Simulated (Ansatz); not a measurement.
input.yaml (Ansatz)

```yaml
crystal:
  lattice:
    - [2.6116940602, 0.0, 0.0]
    - [-1.3058470301, 2.2617934031, 0.0]
    - [0.0, 0.0, 4.6843614243]
  atoms:
    - { symbol: V, position: [0.3333333333, 0.6666666667, 0.25], spin: 1.0 }
    - { symbol: V, position: [0.6666666667, 0.3333333333, 0.75], spin: 1.0 }
hamiltonian:
  xc: pbe
  pseudopotentials:
    kind: paw
    azcp:
      V: "pseudopotentials/V.paw.azcp"
basis:
  ecutwfc: 420
  fft_grid_basis: typed
kpoints:
  mp_grid: { grid: [23, 23, 11], shift: [0, 0, 0] }
magnetization:
  spin_polarized: true
scf:
  occupations: { method: fermi_dirac, width: 0.05 }
```

and its output:

```
Engine: ansatz 0.2.0, aarch64-unknown-linux-gnu
Pseudopotentials: kind: paw
Pseudopotential: V, paw, valence charge 13, recommended cutoff 420 eV (normal) 
Functional definition: PBE
  parameter kappa = 0.804
  parameter beta = 0.06672455060314922
  exchange = pbe_x(kappa = kappa, mu = beta*pi^2/3)
  correlation = pbe_c(beta = beta)
Crystal: 2 atoms, lattice volume = 27.671 Å³
Basis set: ecut = 420 eV, 549 PW (Γ)
Bands: 18, of which v1, the nominal top of the filled ones, is band 13 counted from 1 (12 counted from 0)
Symmetry: 24 space group operations
Space group: P63/mmc (ITA 194), of the structure as read, at distance tolerance 3.0e-5 Å
Magnetic group: BNS 194.263 (UNI 1493), of the structure as read, at distance tolerance 3.0e-5 Å
k-points: 336 of 5819
Non-local potential: V, projectors of the file, l = 0: 3, l = 1: 2, l = 2: 3, l = 3: 1
PAW form: soft (Blöchl's): semilocal exchange-correlation on the pseudo side does not see the compensation charge
PAW one-centre angular grid: V, 590 points (default); XC on 64 Gauss nodes
Initial density: superposition of atomic densities (chi_scale 0.1, normalization cell)
Starting moments: Σ|m| = 2 μB on 2 of 2 sites
Initial wavefunctions: pseudopotential atomic-orbital guess
Functional: x = pbe(κ = 0.804, μ = 0.2195149727645171), c = pbe(β = 0.06672455060314922)
SCF iter   1: F=—  HF=-5825.226478 eV  |F-HF|=—  |Δ(HF+E_count)|=         —  Δρ=9.54e-2 (↑9.54e-2 ↓3.16e-2)  dr2=1.88e0  dr2_m=7.95e-1  M=0.503 μB ∫|m|=0.505 μB  β_m=0.30  ethr=3.10e-3  ⟨swp⟩=3.6  Hψ=44019  notcnv=0
Mixer restart at iter 1: flushing history
SCF iter   2: F=—  HF=-5824.184665 eV  |F-HF|=—  |Δ(HF+E_count)|=    1.04e0  Δρ=6.04e-2 (↑6.04e-2 ↓2.82e-2)  dr2=5.57e-1  dr2_m=4.22e-1  M=0.452 μB ∫|m|=0.454 μB  β_m=0.54  ethr=3.10e-3  ⟨swp⟩=2.8  Hψ=25079  notcnv=0
SCF iter   3: F=—  HF=-5824.244814 eV  |F-HF|=—  |Δ(HF+E_count)|=   6.01e-2  Δρ=1.69e-2 (↑1.69e-2 ↓1.37e-2)  dr2=1.30e-2  dr2_m=5.55e-2  M=0.225 μB ∫|m|=0.226 μB  β_m=0.69  ethr=2.14e-3  ⟨swp⟩=2.0  Hψ=18430  notcnv=0
SCF iter   4: F=—  HF=-5824.327694 eV  |F-HF|=—  |Δ(HF+E_count)|=   8.29e-2  Δρ=1.66e-3 (↑1.63e-3 ↓1.66e-3)  dr2=3.19e-4  dr2_m=5.34e-4  M=0.047 μB ∫|m|=0.047 μB  β_m=0.85  ethr=5.01e-5  ⟨swp⟩=2.1  Hψ=26626  notcnv=0
SCF iter   5: F=—  HF=-5824.327904 eV  |F-HF|=—  |Δ(HF+E_count)|=   2.10e-4  Δρ=6.33e-4 (↑6.33e-4 ↓3.16e-4)  dr2=4.04e-5  dr2_m=5.30e-5  M=0.015 μB ∫|m|=0.015 μB  β_m=0.92  ethr=1.23e-6  ⟨swp⟩=2.2  Hψ=19437  notcnv=0
SCF iter   6: F=—  HF=-5824.328061 eV  |F-HF|=—  |Δ(HF+E_count)|=   1.57e-4  Δρ=3.15e-4 (↑3.15e-4 ↓1.18e-4)  dr2=2.23e-5  dr2_m=8.10e-6  M=0.006 μB ∫|m|=0.006 μB  β_m=0.96  ethr=1.55e-7  ⟨swp⟩=2.0  Hψ=15463  notcnv=0
SCF iter   7: F=—  HF=-5824.328078 eV  |F-HF|=—  |Δ(HF+E_count)|=   1.71e-5  Δρ=5.61e-5 (↑2.49e-5 ↓5.61e-5)  dr2=6.69e-7  dr2_m=2.78e-7  M=0.001 μB ∫|m|=0.001 μB  β_m=0.93  ethr=8.59e-8  ⟨swp⟩=2.1  Hψ=19795  notcnv=0
SCF iter   8: F=—  HF=-5824.328078 eV  |F-HF|=—  |Δ(HF+E_count)|=   2.59e-8  Δρ=4.76e-6 (↑3.10e-6 ↓4.76e-6)  dr2=1.49e-9  dr2_m=3.49e-9  M=0.000 μB ∫|m|=0.000 μB  β_m=0.97  ethr=2.57e-9  ⟨swp⟩=2.7  Hψ=21416  notcnv=0
SCF iter   9: F=—  HF=-5824.328078 eV  |F-HF|=—  |Δ(HF+E_count)|=   1.28e-8  Δρ=1.33e-6 (↑1.08e-6 ↓1.33e-6)  dr2=5.48e-11  dr2_m=3.46e-10  M=-0.000 μB ∫|m|=0.000 μB  β_m=0.98  ethr=5.72e-12  ⟨swp⟩=2.0  Hψ=21329  notcnv=0
SCF iter  10: F=—  HF=-5824.328078 eV  |F-HF|=—  |Δ(HF+E_count)|=  3.29e-10  Δρ=2.11e-7 (↑2.11e-7 ↓1.06e-7)  dr2=1.59e-11  dr2_m=2.29e-12  M=-0.000 μB ∫|m|=0.000 μB  β_m=0.97  ethr=1.00e-12  ⟨swp⟩=2.1  Hψ=16982  notcnv=0
SCF iter  11: F=-5824.328078 eV  HF=-5824.328078 eV  |F-HF|=9.09e-13  |Δ(HF+E_count)|=  9.09e-12  Δρ=4.65e-8 (↑3.95e-8 ↓4.65e-8)  dr2=1.56e-12  dr2_m=7.17e-14  M=-0.000 μB ∫|m|=0.000 μB  ethr=1.00e-12  ⟨swp⟩=1.0  Hψ=27022  notcnv=0
SCF 1 converged in 11 iterations: F = -5824.328078 eV  dr2 = 1.56e-12
WARN: the starting moments were not kept: the SCF closed with an absolute magnetisation of 3.3e-7 μB, where they sum to 2 μB in size (2 sites). That is at most 0.1 of that sum. Measured as dr2_m measures the in/out step, that magnetisation stands 2.1e-14 eV from none, at or under the dr2_threshold of 1.0e-7 eV: it is no larger than a step whose dr2_m would equal this threshold. The system may hold no moment; this SCF shows only that its start led to no more than that. To try another start: raise the starting moments (crystal.atoms[].spin, magnetization.per_species, magnetization.initial_magnetization, or on a non-collinear deck that types none of these the spinor_matrix: blocks that start its atoms; where the total moment is fixed, keep their sum and leave initial_magnetization as it is; typed ones take the place of any that the run laid by itself, positive ones on a crystal's lanthanoids without a Hubbard term where scf.initial_density.shell_occupations: [] is typed) or, if the notice of its spin-set hold's release reads "site moments contracting" or "site moments show no strong build", lengthen the hold (scf.mixing.spin_hold: { on: { confirm: 4 } }; for m-r²SCAN on two components see the key's manual first). Each may lead to a state that holds a moment. A second SCF, from the converged charge density, with the starting moments and any scf.initial_density.shell_occupations laid on it anew, would have followed, and was not run: the deck does not ask for one (magnetization.retry_lost_moments is false, the default). To let it run, set magnetization.retry_lost_moments: true and run the deck again, where that key's refused combinations let it; where memory then withholds it, that run's warning says so.
SCF converged after 11 iterations
Magnetization: -0.0000 μB (13.0000 up, 13.0000 down)
Absolute magnetization: 0.0000 μB (∫|ρ↑−ρ↓|, with the PAW one-centre terms)
Spin contamination: 0.0000 ħ² per cell (⟨S²⟩ above its minimum at these occupations)
Per-site moments (μB) at R_I (Å): [(-8.427355151597725e-10, 1.0773237998453307), (-8.427357326374308e-10, 1.0773237998453307)]
Free energy (F): -5824.328078 eV
Harris-Foulkes:  -5824.328078 eV  (|F-HF|=9.09e-13)
Internal energy: -5824.299398 eV  (E = F + TS)
E sigma→0 (E₀):  -5824.313738 eV
Entropy (-TS):   -0.028681 eV (-14.340 meV/atom)
Fermi energy:    16.376939 eV
--- Per-component energies (eV) ---
  E_band       = -300.547715
  E_kinetic    = 672.131969
  E_local      = -1835.675706  (includes V_loc(G=0)·N_el)
  E_nonlocal   = -90.562404
  E_hartree    = 839.740858
  E_xc         = -260.571996
  E_vxc        = -330.309696  (∫ρ·V_xc dr)
  E_paw        = -2225.548358  (= ΣΔE_a)
  E_vpaw       = -395.614191  (= ΣTr[D̂ρ^β])
  E_aug_tail   = 0.000525  (compensation charges beyond the density's cutoff)
  E_ewald      = -2923.814286
  E_smearing   = -0.028681  (= −TS)
  E_closure    = 0.000000  (closes the sum)
  Σ components = -5824.328078   (vs F -5824.328078, Δ=0.00e0)
```
